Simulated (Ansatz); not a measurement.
A 3-atom cell of ZrO2 started from a crystallographic database, 3 atoms and 24 valence electrons in a cell of about 33 Å³, was run 9 times in the plane-wave code Ansatz, each time on 2 threads of Arm Neoverse V2, with other jobs on the host.

| run | k mesh | irreducible k | cutoff (eV) | plane waves | bands | SCF iterations | wall time | peak host memory (GiB) |
| --- | --- | --- | --- | --- | --- | --- | --- | --- |
| G0W0, PBE, 53 empty bands, 80 eV | 4×4×4 | 8 | 420 | 645 | 16 | 6 | 2.5 s | 0.27 |
| G0W0, PBE, 123 empty bands, 140 eV | 4×4×4 | 8 | 420 | 645 | 16 | 6 | ? | ? |
| G0W0, PBE, 227 empty bands, 210 eV | 4×4×4 | 8 | 420 | 645 | 16 | 6 | ? | ? |
| G0W0, HSE06, 123 empty bands, 140 eV | 4×4×4 | 8 | 420 | 645 | 16 | 14 | 24 s | 0.55 |
| G0W0, LDA, 123 empty bands, 140 eV | 4×4×4 | 8 | 420 | 645 | 16 | 6 | 6.2 s | 0.3 |
| G0W0, r2SCAN, 123 empty bands, 140 eV | 4×4×4 | 8 | 500 | 869 | 16 | 6 | ? | ? |
| G0W0, PBE, 123 empty bands, 140 eV, plasmon pole | 4×4×4 | 8 | 420 | 645 | 16 | 6 | 7.8 s | 0.35 |
| G0W0, PBE, 53 empty bands, 80 eV | 6×6×6 | 16 | 420 | 645 | 16 | 6 | 14 s | 0.3 |
| G0W0, PBE, 123 empty bands, 140 eV, norm-conserving | 4×4×4 | 8 | 1240 | 3287 | 16 | 8 | ? | ? |

Problem. What time and memory did the runs marked ? need?

Solution.
```json
{"run": "G0W0, r2SCAN, 123 empty bands, 140 eV", "wall time": "7.6 s", "peak host memory (GiB)": "0.37"}
{"run": "G0W0, PBE, 123 empty bands, 140 eV", "wall time": "6.5 s", "peak host memory (GiB)": "0.3"}
{"run": "G0W0, PBE, 123 empty bands, 140 eV, norm-conserving", "wall time": "16 s", "peak host memory (GiB)": "0.38"}
{"run": "G0W0, PBE, 227 empty bands, 210 eV", "wall time": "20 s", "peak host memory (GiB)": "0.37"}
```
